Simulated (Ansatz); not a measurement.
# ZnS: the cost of one run

Program: Ansatz 0.2.0. Level of theory: DFT, PBE, plane-wave PAW, default files, scalar-relativistic, as far as a step names no other. These are calculated values, not measurements.

1 further run of the same task is left out (it didn't finish).

## Step 1: The system as given

The structure is trigonal, space group P3m1 (No. 156). The conventional cell has a = 3.810 Å, b = 3.810 Å, c = 62.268 Å, α = 90.00°, β = 90.00°, γ = 120.00°. Around Zn (site symmetry 3m) lie 4 S at 2.33 Å. Around Zn (site symmetry 3m) lie 4 S at 2.33 to 2.34 Å. Only part of the 40 independent sites is listed.

As a file:

```
Zn S
1.0
     3.80979    0.00000    0.00000
    -1.90490    3.29938    0.00000
     0.00000    0.00000   62.26826
Zn S
20 20
Direct
  0.33333 0.66667 0.94990
  0.00000 0.00000 0.14997
  0.66667 0.33333 0.39992
  0.66667 0.33333 0.89995
  0.00000 0.00000 0.84998
  0.66667 0.33333 0.70000
  0.66667 0.33333 0.10001
  0.66667 0.33333 0.55006
  0.00000 0.00000 0.65002
  0.33333 0.66667 0.05000
  0.00000 0.00000 0.99991
  0.00000 0.00000 0.44995
  0.33333 0.66667 0.19999
  0.33333 0.66667 0.30009
  0.33333 0.66667 0.49995
  0.00000 0.00000 0.34992
  0.66667 0.33333 0.25007
  0.33333 0.66667 0.60011
  0.66667 0.33333 0.80006
  0.33333 0.66667 0.75006
  0.66667 0.33333 0.58761
  0.66667 0.33333 0.13750
  0.33333 0.66667 0.63758
  0.66667 0.33333 0.83751
  0.33333 0.66667 0.33754
  0.33333 0.66667 0.98736
  0.33333 0.66667 0.08752
  0.33333 0.66667 0.23750
  0.66667 0.33333 0.73750
  0.66667 0.33333 0.93743
  0.00000 0.00000 0.88751
  0.66667 0.33333 0.43748
  0.66667 0.33333 0.28760
  0.00000 0.00000 0.48745
  0.33333 0.66667 0.78759
  0.00000 0.00000 0.38739
  0.00000 0.00000 0.03748
  0.00000 0.00000 0.18751
  0.33333 0.66667 0.53748
  0.00000 0.00000 0.68753
```

## Step 2: Single point at the given positions

Contents of input.yaml:

```yaml
crystal:
  lattice:
    - [3.8097929032, 0.0, 0.0]
    - [-1.9048964516, 3.2993774373, 0.0]
    - [0.0, 0.0, 62.26826173]
  atoms:
    - { symbol: Zn, position: [0.3333333333, 0.6666666667, 0.9498993] }
    - { symbol: Zn, position: [0.0, 0.0, 0.14997072] }
    - { symbol: Zn, position: [0.6666666667, 0.3333333333, 0.39991932] }
    - { symbol: Zn, position: [0.6666666667, 0.3333333333, 0.89995323] }
    - { symbol: Zn, position: [0.0, 0.0, 0.84997687] }
    - { symbol: Zn, position: [0.6666666667, 0.3333333333, 0.69999812] }
    - { symbol: Zn, position: [0.6666666667, 0.3333333333, 0.1000065] }
    - { symbol: Zn, position: [0.6666666667, 0.3333333333, 0.55006219] }
    - { symbol: Zn, position: [0.0, 0.0, 0.6500201] }
    - { symbol: Zn, position: [0.3333333333, 0.6666666667, 0.05000332] }
    - { symbol: Zn, position: [0.0, 0.0, 0.99991087] }
    - { symbol: Zn, position: [0.0, 0.0, 0.44994662] }
    - { symbol: Zn, position: [0.3333333333, 0.6666666667, 0.19999308] }
    - { symbol: Zn, position: [0.3333333333, 0.6666666667, 0.3000876] }
    - { symbol: Zn, position: [0.3333333333, 0.6666666667, 0.49995231] }
    - { symbol: Zn, position: [0.0, 0.0, 0.34992353] }
    - { symbol: Zn, position: [0.6666666667, 0.3333333333, 0.25006912] }
    - { symbol: Zn, position: [0.3333333333, 0.6666666667, 0.60011413] }
    - { symbol: Zn, position: [0.6666666667, 0.3333333333, 0.80006003] }
    - { symbol: Zn, position: [0.3333333333, 0.6666666667, 0.75006476] }
    - { symbol: S, position: [0.6666666667, 0.3333333333, 0.58761112] }
    - { symbol: S, position: [0.6666666667, 0.3333333333, 0.13750032] }
    - { symbol: S, position: [0.3333333333, 0.6666666667, 0.63757603] }
    - { symbol: S, position: [0.6666666667, 0.3333333333, 0.83750558] }
    - { symbol: S, position: [0.3333333333, 0.6666666667, 0.33753771] }
    - { symbol: S, position: [0.3333333333, 0.6666666667, 0.98736224] }
    - { symbol: S, position: [0.3333333333, 0.6666666667, 0.08752244] }
    - { symbol: S, position: [0.3333333333, 0.6666666667, 0.23749748] }
    - { symbol: S, position: [0.6666666667, 0.3333333333, 0.73750012] }
    - { symbol: S, position: [0.6666666667, 0.3333333333, 0.93742993] }
    - { symbol: S, position: [0.0, 0.0, 0.88751224] }
    - { symbol: S, position: [0.6666666667, 0.3333333333, 0.43747702] }
    - { symbol: S, position: [0.6666666667, 0.3333333333, 0.28760195] }
    - { symbol: S, position: [0.0, 0.0, 0.48744654] }
    - { symbol: S, position: [0.3333333333, 0.6666666667, 0.7875922] }
    - { symbol: S, position: [0.0, 0.0, 0.38738618] }
    - { symbol: S, position: [0.0, 0.0, 0.03747976] }
    - { symbol: S, position: [0.0, 0.0, 0.18751316] }
    - { symbol: S, position: [0.3333333333, 0.6666666667, 0.5374847] }
    - { symbol: S, position: [0.0, 0.0, 0.68752756] }
kpoints:
  mp_grid: { grid: [8, 8, 1] }
scf:
  occupations: { method: fermi_dirac, width: 0.02 }
hamiltonian:
  xc: pbe
  pseudopotentials: { kind: paw }
output:
  forces: true
  stress: true
  populations: true
  efg:
    quadrupole_moments_barn: { Zn: 0.122, S: -0.0694 }
    contact_densities: true
```

Launch:

```
> ansatz run input.yaml --threads 1 --pin off --max-ram 3072MiB --backend cpu --events-out ev --progress --plain --runs-dir out
```

**Question.** How long does this run take on 1 thread of Arm Neoverse V1, shared host, and how much memory does it need?

About 7.4 min, with a peak of 2 GiB.
